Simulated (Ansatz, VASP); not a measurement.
# Al in VASP and in Ansatz

File INCAR:

```
SYSTEM = Al
PREC = Accurate
ENCUT = 520
EDIFF = 1E-6
ISMEAR = 0
SIGMA = 0.1
LREAL = .FALSE.
LASPH = .TRUE.
NELM = 100
ALGO = Normal
ISIF = 2
LWAVE = .FALSE.
LCHARG = .TRUE.
GGA = CA
LELF = .TRUE.
LVHAR = .TRUE.
NBANDS = 8
```

The input KPOINTS:

```
regular mesh
0
G
  8 8 8
  0 0 0
```

POSCAR

```
Al
1.0
    0.0000000000      2.0194648500      2.0194648500
    2.0194648500      0.0000000000      2.0194648500
    2.0194648500      2.0194648500      0.0000000000
Al
1
Direct
    0.0000000000      0.0000000000      0.0000000000
```

Input for Ansatz:

```yaml
crystal:
  lattice:
    - [0.0, 2.01946485, 2.01946485]
    - [2.01946485, 0.0, 2.01946485]
    - [2.01946485, 2.01946485, 0.0]
  atoms:
    - { symbol: Al, position: [0.0, 0.0, 0.0] }
basis:
  ecutwfc: 420
kpoints:
  mp_grid: { grid: [8, 8, 8] }
hamiltonian:
  xc: lda
scf:
  occupations: { method: gaussian, width: 0.1 }
output:
  forces: true
  stress: true
  eigenvalues: true
```

Alike in both runs: task single point; functional LDA; k mesh 8 × 8 × 8; occupations gaussian, width 0.1 eV; no spin polarisation.

|  | VASP | Ansatz |
| --- | --- | --- |
| version | VASP 6.6.1 | Ansatz 0.2.0 |
| potentials or method | VASP PAW LDA potentials, release 64 (Al) | scalar-relativistic, plane waves, PAW |
| plane-wave cutoff (eV) | 520 | 420 |
| valence electrons in the cell | 3 | 3 |

```tsv
	VASP	Ansatz	Ansatz less VASP
gap on the k mesh at the Fermi level (eV)	none	none	-
pressure (GPa)	-3.1	-3.2	-0.06
```

A gap of «none» marks a metal or a gap that the smearing closes.
